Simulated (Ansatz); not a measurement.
The reference is BaTe in the rock salt structure (space group Fm-3m, No. 225; a = 6.941 Å).

Perturbation: hydrostatic tension (pressure −2 GPa).

Levels (all Ansatz, an electronic-structure program, PAW): PBEsol (420 eV, no spin-orbit coupling); HSE06+SOC (420 eV, spin-orbit coupling included).

The geometry is relaxed with PBEsol.

* **PBEsol valence-band top at Γ**: 0.00, 0.00, 0.00 eV
* **PBEsol band gap**: 1.61 eV

**Question.** What does HSE06+SOC give at this geometry for the valence-band top at Γ and band gap?

**Answer.** The valence-band top at Γ (three highest Kramers pairs, from the VBM) changes from 0.00, 0.00, 0.00 eV to 0.00, 0.00, -0.91 eV; the band gap rises by 0.486 eV to 2.09 eV. The threefold valence maximum splits by Δso ≈ 0.91 eV.

Single points use the geometry relaxed with PBEsol. HSE06 gaps are upper bounds (no full band path). Differences between runs with and without spin-orbit coupling are approximate. With Te present, leaving out spin-orbit coupling can change the band edges. Load acts through the strain it causes; cell and atoms are relaxed under it. Whether these cells are dynamically stable was not tested.
